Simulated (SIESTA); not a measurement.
Cu:

```
CELL_PARAMETERS angstrom
0.00000 1.80750 1.80750
1.80750 0.00000 1.80750
1.80750 1.80750 0.00000
ATOMIC_POSITIONS crystal
Cu 0.00000 0.00000 0.00000
```

- Program: SIESTA 5.4.2
- Task: single point
- Functional: PBE
- Potentials or basis: PseudoDojo 0.4 standard (PBE files)
- Basis: DZP (energy shift 0.002 Ry)
- Grid cutoff: 800 Ry
- Energy shift: 0.002 Ry
- k mesh: 13 × 13 × 13
- Occupations: fermi-dirac, width 0.05 eV
- Spin: no spin polarisation

On this cell: pressure 0.8 GPa; band gap on the k mesh none (metal or under the smearing width).

The same run follows on a disturbed copy (cell strained at random at fixed volume):

```xyz
1
Lattice="-0.0086 1.7958 1.8017 1.8230 -0.0241 1.8172 1.7953 1.7836 0.0036" Properties=species:S:1:pos:R:3 pbc="T T T"
Cu    0.0083    0.0555   -0.0414
```

Q: What does the disturbed cell give?

A: The energy (extrapolated to zero smearing) moves by +1.6 meV/atom; pressure 1.0 GPa; band gap on the k mesh none (metal or under the smearing width).

Stress tensor (GPa, compression positive):
```
 1.01  1.66 -0.79
 1.66  1.23  0.63
-0.79  0.63  0.71
```

Caveats: semicore shells carry a single zeta, which can move pressures by several GPa and volumes by a few percent; the basis of atomic orbitals isn't converged, which shifts pressures, moduli and gaps.
